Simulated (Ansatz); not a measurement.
# NaF: band gap under strain

Aim: follow the gap of NaF (rocksalt) through these states: -2.3 % strain along z alone; -1.3 % strain along x alone; +2.5 % strain along [111] alone. The table at the end shows which levels were run.

Code: Ansatz 0.2.0. PAW datasets, plane waves. Calculated at 0 K for a non-magnetic cell.

**1. The structure to begin with**

The unstrained cell was relaxed with r2SCAN; in each strained cell the atoms were relaxed again with r2SCAN. Names of k-points are those of the unstrained zone, where strain can split equivalent points. First state: -2.3 % strain along z alone.

It is tetragonal, I4/mmm (No. 139); conventional cell a = 3.249 Å, c = 4.489 Å, 11.84 Å³ an atom. Na has 6 F at 2.24–2.30 Å; F has 6 Na at 2.24–2.30 Å.

Structure file:

```xyz
2
Lattice="0.0000 2.2972 2.2446 2.2972 0.0000 2.2446 2.2972 2.2972 0.0000" Properties=species:S:1:pos:R:3 pbc="T T T"
Na    0.0000    0.0000    0.0000
F     2.2972    2.2972    2.2446
```

**2. -2.3 % strain along z alone: PBE**

Contents of input.yaml:

```yaml
crystal:
  lattice:
    - [0.0, 2.2971680881, 2.2445629389]
    - [2.2971680881, 0.0, 2.2445629389]
    - [2.2971680881, 2.2971680881, 0.0]
  atoms:
    - { symbol: Na, position: [0.0, 0.0, 0.0] }
    - { symbol: F, position: [0.5, 0.5, 0.5] }
kpoints:
  mp_grid: { grid: [10, 10, 10] }
  band_path:
    path:
      - [0.0, 0.0, 0.0]
      - [0.5, 0.0, 0.5]
      - [0.625, 0.25, 0.625]
      - [0.375, 0.375, 0.75]
      - [0.5, 0.5, 0.5]
      - [0.5, 0.25, 0.75]
    npoints: 1
hamiltonian:
  xc: pbe
scf:
  occupations: { method: fermi_dirac, width: 0.02 }
  n_extra_bands: 4
output:
  forces: true
  stress: true
  eigenvalues: true
```

The run is started by

```
$ ansatz run input.yaml --threads 4 --pin off --max-ram 3686MiB --backend cpu --events-out ev --progress --plain --runs-dir out
```

The runs that follow: -2.3 % strain along z alone: r2SCAN; -2.3 % strain along z alone: HSE06; -1.3 % strain along x alone: PBE; -1.3 % strain along x alone: r2SCAN; -1.3 % strain along x alone: HSE06; +2.5 % strain along [111] alone: PBE; +2.5 % strain along [111] alone: r2SCAN; +2.5 % strain along [111] alone: HSE06.

**Question.** What will these runs give?

The runs gave:

Least gap in eV (negative: overlap):

| state | PBE | r2SCAN | HSE06 |
| --- | --- | --- | --- |
| -2.3 % strain along z alone | 6.59 | 7.41 | 8.78 |
| -1.3 % strain along x alone | 6.53 | 7.36 | 8.72 |
| +2.5 % strain along [111] alone | 6.29 | 7.11 | 8.46 |

What this shows: Where both were run, the HSE06 gap lies +2.16 to +2.19 eV from PBE's, each on its own k points. In PBE the gap is least under +2.5 % strain along [111] alone (6.29 eV) and largest under -2.3 % strain along z alone (6.59 eV).
